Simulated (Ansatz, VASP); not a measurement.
## One calculation of CdS, two programs

File INCAR:

```
SYSTEM = CdS
ALGO     = Normal         ! electronic algorithm
EDIFF    = 1E-6           ! SCF threshold, eV
ENCUT    = 520            ! plane-wave cutoff, eV
GGA      = PE             ! functional
ISIF     = 2              ! what is computed and relaxed
ISMEAR   = 0              ! smearing method
LASPH    = .True.         ! aspherical terms in the spheres
LCHARG   = .False.        ! write CHGCAR
LREAL    = .False.        ! projectors in reciprocal space
LWAVE    = .False.        ! write WAVECAR
NBANDS   = 16             ! bands
NELM     = 60             ! most SCF steps
PREC     = Accurate       ! precision mode
SIGMA    = 0.03           ! smearing width, eV
```

Contents of KPOINTS:

```
k-points
0
Gamma
  10 10 10
  0 0 0
```

File POSCAR:

```
CdS
1.0
    0.0000000000      2.7532440000      2.7532440000
    2.7532440000      0.0000000000      2.7532440000
    2.7532440000      2.7532440000      0.0000000000
Cd S
1 1
Direct
    0.0000000000      0.0000000000      0.0000000000
    0.4273584179      0.5000000000      0.5000000000
```

Input for Ansatz:

```yaml
crystal:
  lattice:
    - [0.0, 2.753244, 2.753244]
    - [2.753244, 0.0, 2.753244]
    - [2.753244, 2.753244, 0.0]
  atoms:
    - { symbol: Cd, position: [0.0, 0.0, 0.0] }
    - { symbol: S, position: [0.4273584179, 0.5, 0.5] }
basis:
  ecutwfc: 420
kpoints:
  mp_grid: { grid: [10, 10, 10] }
hamiltonian:
  xc: pbe
scf:
  occupations: { method: gaussian, width: 0.03 }
output:
  forces: true
  stress: true
  eigenvalues: true
```

Alike in both runs: task single point; functional PBE; k mesh 10 × 10 × 10; occupations gaussian, width 0.03 eV; no spin polarisation.

|  | VASP | Ansatz |
| --- | --- | --- |
| version | VASP 6.6.1 | Ansatz 0.2.0 |
| potentials or method | VASP PAW PBE potentials, release 64 (Cd, S) | scalar-relativistic, plane waves, PAW |
| plane-wave cutoff (eV) | 520 | 420 |
| valence electrons in the cell | 18 | 26 |

```csv
,VASP,Ansatz,Ansatz less VASP
gap on the k mesh at the Fermi level (eV),0.41,0.43,+0.016
least direct gap on the mesh (eV),1.43,1.45,+0.021
pressure (GPa),2.0,1.6,-0.40
largest component of the traceless stress (GPa),2.40,2.33,-0.065
rms of the force components (eV/Å),0.268,0.253,-0.0150
```

Atom by atom the forces differ by 0.015 eV/Å (rms over components). The two sets of potentials don't hold the same shells in valence.

A k mesh can miss the band edges.
